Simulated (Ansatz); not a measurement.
Zone-centre phonons of PtSe2 at 9 GPa: input and output

These are results of DFT PBE, scalar-relativistic, plane waves, PAW in Ansatz, not measurements.

Launched with:
```bash
ansatz run input.yaml --threads 1 --pin off --max-ram 3072MiB --backend cpu --events-out ev --progress --plain --runs-dir out
```

Input (bare energies are in eV):
```yaml
crystal:
  lattice:
    - [3.7425879876, 0.0, 0.0]
    - [-1.8712939938, 3.2411762732, 0.0]
    - [0.0, 0.0, 4.6268093168]
  atoms:
    - { symbol: Pt, position: [0.0, 0.0, 0.0] }
    - { symbol: Se, position: [0.3333333333, 0.6666666667, 0.2750583368] }
    - { symbol: Se, position: [0.6666666667, 0.3333333333, 0.7249416632] }
basis:
  ecutwfc: 420
kpoints:
  mp_grid: { grid: [12, 12, 10] }
hamiltonian:
  xc: pbe
scf:
  occupations: { method: fermi_dirac, width: 0.15 }
output:
  eigenvalues: true
phonons:
  method: dfpt
  eigenvectors: true
```

The end of the output:
```
--- Phonons (Γ-DFPT): 4 representative perturbations + reference, on 398 of 1440 k-points (Σ response iterations 12) ---
  k mesh reduced under 2 symmetry operations, with k and −k counted as one. Each operation leaves every solved perturbation unchanged. A smaller set is not used because it would not reduce the number of displacements ...
  ASR residual: 1.034e-3 → 0.000e0 eV/Å²; symmetrization residual: 2.263e-5 eV/Å²
  ASR residual per site (eV/Å²): 1.03e-3 2.12e-4 2.12e-4
  Γ frequencies (cm⁻¹): 0.00 0.00 0.00 159.90 159.90 216.16 219.14 222.08 222.08
  non-analytic LO–TO correction: not included (Born effective charges unavailable; polar crystals: no LO–TO splitting at Γ)
```

The run took 6.7 min on 1 thread of Arm Neoverse V1 (shared host), peak memory 2 GiB.

In a metal, frequencies and elastic constants depend on the k mesh and the smearing, soft modes and shear constants most. Spin–orbit coupling is left out, which matters for heavy elements. A semilocal functional can close a gap that the real compound has.